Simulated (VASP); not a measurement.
VASP 6.6.1 run: BaTiO3

INCAR

```
SIGMA = 0.01
GGA = AM
ISIF = 2
LREAL = .FALSE.
LCHARG = .FALSE.
IBRION = -1
NSW = 0
NBANDS = 28
NELECT = 39.98
LASPH = .TRUE.
EDIFF = 1E-7
LWAVE = .FALSE.
ENCUT = 520
ISMEAR = 2
NELM = 120
PREC = Accurate
```

KPOINTS

```
KPOINTS created by Atomic Simulation Environment
0
Gamma
6 6 6
0 0 0
```

POSCAR

```
Ba Ti O
 1.0000000000000000
     3.9940965203762495   -0.0000000000000000    0.0000000000000000
     0.0000000000000000    3.9940965203762495    0.0000000000000000
     0.0000000000000000    0.0000000000000000    3.9940965203762495
 Ba  Ti  O
   1   1   3
Cartesian
 -0.0000000000000000  0.0000000000000000 -0.0000000000000000
  1.9970482601881248  1.9970482601881248  1.9970482601881248
  1.9970482601881248  1.9970482601881248  0.0000000000000000
  1.9970482601881248 -0.0000000000000000  1.9970482601881248
  0.0000000000000000  1.9970482601881248  1.9970482601881248
```

The recommended PBE PAW datasets give the neutral cell 40 valence electrons.

Command

```
mpirun -np 1 vasp_std
```

How does this run end, and what does it give?

It converged. Results: pressure -1.0 GPa.

OSZICAR

```
N       E                     dE             d eps       ncg     rms          rms(c)
DAV:   1     0.438143363832E+03    0.43814E+03   -0.20300E+04  1120   0.151E+03
DAV:   2    -0.456891889627E+01   -0.44271E+03   -0.42058E+03  1292   0.434E+02
DAV:   3    -0.488028638266E+02   -0.44234E+02   -0.43796E+02  1580   0.134E+02
DAV:   4    -0.509366005505E+02   -0.21337E+01   -0.21295E+01  1664   0.253E+01
DAV:   5    -0.509911451445E+02   -0.54545E-01   -0.54529E-01  1524   0.321E+00    0.226E+01
DAV:   6    -0.410627173773E+02    0.99284E+01   -0.51130E+01  1520   0.644E+01    0.960E+00
DAV:   7    -0.409857541186E+02    0.76963E-01   -0.86676E+00  1464   0.210E+01    0.656E+00
DAV:   8    -0.408302407284E+02    0.15551E+00   -0.85295E-01  1332   0.859E+00    0.261E+00
DAV:   9    -0.408602535791E+02   -0.30013E-01   -0.20403E-01  1512   0.289E+00    0.128E+00
DAV:  10    -0.408399572397E+02    0.20296E-01   -0.11571E-01  1304   0.343E+00    0.194E-01
DAV:  11    -0.408395316067E+02    0.42563E-03   -0.39999E-03  1320   0.543E-01    0.588E-02
DAV:  12    -0.408395988498E+02   -0.67243E-04   -0.29291E-04  1388   0.129E-01    0.576E-02
DAV:  13    -0.408395606493E+02    0.38201E-04   -0.24843E-04  1304   0.162E-01    0.193E-02
DAV:  14    -0.408395591909E+02    0.14584E-05   -0.22878E-05  1396   0.502E-02    0.575E-03
DAV:  15    -0.408395591212E+02    0.69718E-07   -0.47481E-06  1476   0.217E-02    0.364E-03
DAV:  16    -0.408395588355E+02    0.28564E-06   -0.66830E-07  1284   0.813E-03    0.841E-04
DAV:  17    -0.408395588129E+02    0.22661E-07   -0.52576E-08   812   0.194E-03
   1 F= -.40839559E+02 E0= -.40839551E+02  d E =-.299725E-04
```

The cell is charged and sits in a uniform background.

For comparison, a separate PBE run of the intended cell, on usual settings and not on those above, gives a gap of 1.76 eV on its mesh and a pressure of 5.0 GPa.
